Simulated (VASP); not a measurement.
Runs of VASP 6.6.1 on Cu. The cell holds a slab with vacuum, 16 atoms: a = 5.105 Å, b = 5.105 Å, c = 22.753 Å, α = 90.00°, β = 90.00°, γ = 60.00°. The cell was built by a generator and needn't be a form met in nature.

```tsv
task	level	cell	atoms held fixed (from 0)	gap on the mesh (eV)	largest force (eV/Å)
single point	RPBE	P3m1, 32.1 Å³/atom	-	none	0.35
relaxation of the atoms	PBE+D3(BJ)	atoms relaxed	[0, 1, 2, 3, 4, 5, 6, 7]	none	-
single point	PBE	P3m1, 32.1 Å³/atom	-	none	(a)
single point	RPBE+D3(BJ)	P3m1, 32.1 Å³/atom	-	none	1.00
```

Alike in all rows: potentials or basis VASP PAW PBE potentials, release 64 (Cu); no spin polarisation; k mesh 6 × 6 × 1; cutoff (eV) 400; smearing methfessel-paxton 0.1 eV.

Q: Estimate the missing entries.

A: (a) 0.25.

Caveats: the PAW data sets were made with another functional, which shifts forces and pressure a little (some runs).

A gap of «none» marks a metal or a gap under the smearing width.
